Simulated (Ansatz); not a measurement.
Runs of Ansatz 0.2.0 on Al2O3 (Corundum). The structure is trigonal, space group R-3c (No. 167). Conventional cell: a = 4.760 Å, b = 4.760 Å, c = 12.996 Å, α = 90.00°, β = 90.00°, γ = 120.00°. Around Al (site symmetry 3) lie 6 O at 1.85 to 1.97 Å. O (site symmetry 2) has 4 Al at 1.85 to 1.97 Å as nearest neighbours. 

```csv
task,level,potentials or basis,cell,cutoff (eV),points for each segment of the path,gap on the mesh (eV),pressure (GPa),V0 of scaled cells (Å³/atom),relaxed volume (Å³/atom),B0 (GPa),largest force (eV/Å)
relaxation of cell and atoms,LDA,Ansatz PAW,relaxed,420,-,6.43,0.0,-,8.32,-,-
band structure,PBE,Ansatz PAW earlier set,as given,1050,10,6.22,7.4,-,-,-,0.03
band structure,PBE,JTH PAW,as given,1380,10,6.21,7.5,-,-,-,0.07
relaxation of cell and atoms,RPBE+D4,Ansatz PAW,relaxed,420,-,6.24,0.0,-,8.54,-,-
equation of state,BPBE,Ansatz PAW,as given,420,-,-,-,8.76,-,231,-
band structure,BLYP,Ansatz PAW,as given,420,10,(a),11.3,-,-,-,0.04
relaxation of cell and atoms,PBE,Ansatz PAW,relaxed,420,-,5.85,0.0,-,8.76,-,-
band structure,LDA,Ansatz PAW,as given,420,10,6.16,-5.3,-,-,-,(b)
relaxation of cell and atoms,PBEsol,Ansatz PAW,relaxed,420,-,6.03,0.0,-,8.56,-,-
band structure,revPBE,Ansatz PAW,as given,420,10,6.29,11.3,-,-,-,0.04
equation of state,BLYP+D3(BJ),Ansatz PAW,as given,420,-,-,-,8.56,-,242,-
equation of state,PBE,SSSP precision PAW,as given,1020,-,-,-,8.78,-,233,-
```

Alike in all rows: no spin polarisation; k mesh 7 × 7 × 7; smearing fermi-dirac 0.05 eV.

Task: Estimate the missing entries.

Result: (a) 6.48; (b) 0.11.

Caveats: the PAW data sets come from PBE, with cores solved anew for the run's functional, which leaves a small shift of forces and pressure (some runs); the potentials were made for another functional, which shifts forces and pressure (some runs); the plane-wave basis is chosen anew once the cell has moved, so the energies of steps on either side of that aren't comparable (some runs); the cell was scaled at fixed shape and fractional positions, which overstates the stiffness of a crystal with free parameters, most of all of layers and chains (some runs); odd divisions of the mesh miss points on the zone boundary, where band edges often lie, so the gap on the mesh can be too wide (some runs).

A k mesh can miss the band edges.

Not every run made on this cell is shown here.
